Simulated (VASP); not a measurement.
Here is a VASP 6.6.1 calculation.

File INCAR:

```
PREC = Accurate ; ENCUT = 520
EDIFF = 1E-6 ; ISMEAR = 1
SIGMA = 0.1 ; LREAL = False
LASPH = True ; NELM = 80
ALGO = Normal ; ISIF = 2
LWAVE = False ; LCHARG = False
LMAXMIX = 4 ; GGA = CA
NBANDS = 16 ; ICORELEVEL = 1
```

The input KPOINTS:

```
Automatic mesh
0
Gamma
  16 16 16
```

Contents of POSCAR:

```
TiN                                     
1.0
    0.0000000000      2.0879044249      2.0879044249
    2.0879044249      0.0000000000      2.0879044249
    2.0879044249      2.0879044249      0.0000000000
  Ti              N             
     1     1
Direct
     0.0000000000000000    0.0000000000000000    0.0000000000000000
     0.5000000000000000    0.5000000000000000    0.5000000000000000
```

KPOINTS_OPT

```
explicit points
109
Reciprocal
 0.0000000000  0.0000000000  0.0000000000 1
 0.0555555556  0.0000000000  0.0555555556 1
 0.1111111111  0.0000000000  0.1111111111 1
 0.1666666667  0.0000000000  0.1666666667 1
 0.2222222222  0.0000000000  0.2222222222 1
 0.2777777778  0.0000000000  0.2777777778 1
 0.3333333333  0.0000000000  0.3333333333 1
 0.3888888889  0.0000000000  0.3888888889 1
 0.4444444444  0.0000000000  0.4444444444 1
 0.5000000000  0.0000000000  0.5000000000 1
 0.5000000000  0.0000000000  0.5000000000 1
 0.5000000000  0.0277777778  0.5277777778 1
 0.5000000000  0.0555555556  0.5555555556 1
 0.5000000000  0.0833333333  0.5833333333 1
 0.5000000000  0.1111111111  0.6111111111 1
 0.5000000000  0.1388888889  0.6388888889 1
 0.5000000000  0.1666666667  0.6666666667 1
 0.5000000000  0.1944444444  0.6944444444 1
 0.5000000000  0.2222222222  0.7222222222 1
 0.5000000000  0.2500000000  0.7500000000 1
 0.5000000000  0.2500000000  0.7500000000 1
 0.4861111111  0.2638888889  0.7500000000 1
 0.4722222222  0.2777777778  0.7500000000 1
 0.4583333333  0.2916666667  0.7500000000 1
 0.4444444444  0.3055555556  0.7500000000 1
 0.4305555556  0.3194444444  0.7500000000 1
 0.4166666667  0.3333333333  0.7500000000 1
 0.4027777778  0.3472222222  0.7500000000 1
 0.3888888889  0.3611111111  0.7500000000 1
 0.3750000000  0.3750000000  0.7500000000 1
 0.3750000000  0.3750000000  0.7500000000 1
 0.3333333333  0.3333333333  0.6666666667 1
 0.2916666667  0.2916666667  0.5833333333 1
 0.2500000000  0.2500000000  0.5000000000 1
 0.2083333333  0.2083333333  0.4166666667 1
 0.1666666667  0.1666666667  0.3333333333 1
 0.1250000000  0.1250000000  0.2500000000 1
 0.0833333333  0.0833333333  0.1666666667 1
 0.0416666667  0.0416666667  0.0833333333 1
 0.0000000000  0.0000000000  0.0000000000 1
 0.0000000000  0.0000000000  0.0000000000 1
 0.0555555556  0.0555555556  0.0555555556 1
 0.1111111111  0.1111111111  0.1111111111 1
 0.1666666667  0.1666666667  0.1666666667 1
 0.2222222222  0.2222222222  0.2222222222 1
 0.2777777778  0.2777777778  0.2777777778 1
 0.3333333333  0.3333333333  0.3333333333 1
 0.3888888889  0.3888888889  0.3888888889 1
 0.4444444444  0.4444444444  0.4444444444 1
 0.5000000000  0.5000000000  0.5000000000 1
 0.5000000000  0.5000000000  0.5000000000 1
 0.5138888889  0.4722222222  0.5138888889 1
 0.5277777778  0.4444444444  0.5277777778 1
 0.5416666667  0.4166666667  0.5416666667 1
 0.5555555556  0.3888888889  0.5555555556 1
 0.5694444444  0.3611111111  0.5694444444 1
 0.5833333333  0.3333333333  0.5833333333 1
 0.5972222222  0.3055555556  0.5972222222 1
 0.6111111111  0.2777777778  0.6111111111 1
 0.6250000000  0.2500000000  0.6250000000 1
 0.6250000000  0.2500000000  0.6250000000 1
 0.6111111111  0.2500000000  0.6388888889 1
 0.5972222222  0.2500000000  0.6527777778 1
 0.5833333333  0.2500000000  0.6666666667 1
 0.5694444444  0.2500000000  0.6805555556 1
 0.5555555556  0.2500000000  0.6944444444 1
 0.5416666667  0.2500000000  0.7083333333 1
 0.5277777778  0.2500000000  0.7222222222 1
 0.5138888889  0.2500000000  0.7361111111 1
 0.5000000000  0.2500000000  0.7500000000 1
 0.5000000000  0.2500000000  0.7500000000 1
 0.5000000000  0.2777777778  0.7222222222 1
 0.5000000000  0.3055555556  0.6944444444 1
 0.5000000000  0.3333333333  0.6666666667 1
 0.5000000000  0.3611111111  0.6388888889 1
 0.5000000000  0.3888888889  0.6111111111 1
 0.5000000000  0.4166666667  0.5833333333 1
 0.5000000000  0.4444444444  0.5555555556 1
 0.5000000000  0.4722222222  0.5277777778 1
 0.5000000000  0.5000000000  0.5000000000 1
 0.5000000000  0.5000000000  0.5000000000 1
 0.4861111111  0.4861111111  0.5277777778 1
 0.4722222222  0.4722222222  0.5555555556 1
 0.4583333333  0.4583333333  0.5833333333 1
 0.4444444444  0.4444444444  0.6111111111 1
 0.4305555556  0.4305555556  0.6388888889 1
 0.4166666667  0.4166666667  0.6666666667 1
 0.4027777778  0.4027777778  0.6944444444 1
 0.3888888889  0.3888888889  0.7222222222 1
 0.3750000000  0.3750000000  0.7500000000 1
 0.6250000000  0.2500000000  0.6250000000 1
 0.6111111111  0.2222222222  0.6111111111 1
 0.5972222222  0.1944444444  0.5972222222 1
 0.5833333333  0.1666666667  0.5833333333 1
 0.5694444444  0.1388888889  0.5694444444 1
 0.5555555556  0.1111111111  0.5555555556 1
 0.5416666667  0.0833333333  0.5416666667 1
 0.5277777778  0.0555555556  0.5277777778 1
 0.5138888889  0.0277777778  0.5138888889 1
 0.5000000000  0.0000000000  0.5000000000 1
 0.0000000000  0.0000000000  0.0000000000 1
 0.3750000000  0.3750000000  0.7500000000 1
 0.5000000000  0.5000000000  0.5000000000 1
 0.6250000000  0.2500000000  0.6250000000 1
 0.5000000000  0.2500000000  0.7500000000 1
 0.5000000000  0.0000000000  0.5000000000 1
 0.4000000000  0.0000000000  0.4000000000 1
 0.4250000000  0.0000000000  0.4250000000 1
 0.4500000000  0.0000000000  0.4500000000 1
```

Potentials or basis: VASP PAW LDA potentials, release 64 (Ti_sv, N).

Command:

```console
$ cat potpaw_LDA.64/Ti_sv/POTCAR potpaw_LDA.64/N/POTCAR > POTCAR
$ mpirun -np 1 vasp_std > vasp.out
```

(1) Predict the band gap along the path.

(2) Predict the pressure.

Results:

(1) none (metal or under the smearing width).

(2) 0.1 GPa.
